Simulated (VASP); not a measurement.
**KF: single point with LDA**

Crystal: KF.

```
CELL_PARAMETERS angstrom
0.00000 2.74034 2.60666
2.74034 0.00000 2.60666
2.74034 2.74034 0.00000
ATOMIC_POSITIONS crystal
K 0.00000 0.00000 0.00000
F 0.50000 0.50000 0.50000
```

The cell isn't the ideal one: strain +0.025 along x and y, -0.025 along z, atoms carried along.

```yaml
Program: VASP 6.6.1
Task: single point
Functional: LDA
Potentials_or_basis: VASP PAW LDA potentials, release 64 (K_sv, F)
Cutoff: 520 eV
k_mesh: 8 × 8 × 8
Occupations: gaussian, width 0.05 eV
Spin: no spin polarisation
```

```json
{"Pressure": "-3.8 GPa", "Band gap on the k mesh": "5.60 eV, direct"}
```

Stress tensor (GPa, compression positive):
```
-4.51  0.00  0.00
 0.00 -4.51  0.00
 0.00  0.00 -2.42
```

Levels at points of the mesh, in eV from the valence-band top:
| k point | band 6 | band 7 | band 8 | band 9 | band 10 | band 11 |
| --- | --- | --- | --- | --- | --- | --- |
| (0.00, 0.00, 0.00) | -0.08 | -0.08 | 0.00 | 5.60 | 10.31 | 10.31 |
| (0.50, 0.00, 0.00) | -0.87 | -0.41 | -0.40 | 8.61 | 9.97 | 11.64 |
| (0.50, 0.50, 0.00) | -0.19 | -0.15 | -0.15 | 7.71 | 9.97 | 11.44 |
| (0.50, 0.00, 0.50) | -0.32 | -0.14 | -0.05 | 7.90 | 9.90 | 10.99 |

It took 27 s on 1 thread of Intel(R) Xeon(R) Platinum 8488C (Sapphire Rapids) (shared host), peak memory 0.16 GiB.

A k mesh can miss the band edges.
